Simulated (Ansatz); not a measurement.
The system is TiSi2.

```
Ti Si
1.0
     1.76511   -6.75928    0.00000
     1.76511    6.75928    0.00000
     0.00000    0.00000    3.56517
Ti Si
2 4
Direct
  0.10312 0.89688 0.25000
  0.89688 0.10312 0.75000
  0.75031 0.24969 0.25000
  0.24969 0.75031 0.75000
  0.44175 0.55825 0.25000
  0.55825 0.44175 0.75000
```

The cell comes from a database or a generator and needn't be the stable form of this composition.

| Item | Value |
| --- | --- |
| Program | Ansatz 0.2.0 |
| Task | relaxation of cell and atoms |
| Functional | PBEsol |
| Potentials or basis | Ansatz PAW earlier set |
| Cutoff | 740 eV (not typed: the program's choice for these potentials) |
| k mesh | 8 × 8 × 8 |
| Occupations | fermi-dirac, width 0.05 eV |
| Spin | no spin polarisation |

At the start: volume 14.18 Å³/atom.

**Question.** Where does the relaxation end?

**Answer.** It ends after 5 steps and the volume is 13.91 Å³/atom (-1.9 %); space group Cmcm (No. 63, to 0.05 Å).

Step by step:
```tsv
step	energy change (eV)	largest force (eV/Å)	volume (Å³)
1	0.0000	0.1999	85.07
2	-0.0157	0.0896	83.21
3	-0.0171	0.0360	83.42
4	-0.0172	0.0092	83.44
5	-0.0172	0.0092	83.44
```

Final structure:
```cif
data_structure
_symmetry_space_group_name_H-M 'P 1'
_symmetry_Int_Tables_number 1
_cell_length_a 6.9017
_cell_length_b 6.9017
_cell_length_c 3.5552
_cell_angle_alpha 90.000
_cell_angle_beta 90.000
_cell_angle_gamma 150.479
_cell_volume 83.44
loop_
_atom_site_label
_atom_site_type_symbol
_atom_site_fract_x
_atom_site_fract_y
_atom_site_fract_z
_atom_site_occupancy
Ti1 Ti 0.10251 0.89749 0.25000 1
Ti2 Ti 0.89749 0.10251 0.75000 1
Si1 Si 0.75045 0.24955 0.25000 1
Si2 Si 0.24955 0.75045 0.75000 1
Si3 Si 0.44000 0.56000 0.25000 1
Si4 Si 0.56000 0.44000 0.75000 1
```

Caveat: the plane-wave basis is chosen anew once the cell has moved, so the energies of steps on either side of that aren't comparable; the PAW data sets come from PBE, with cores solved anew for the run's functional, which leaves a small shift of forces and pressure.
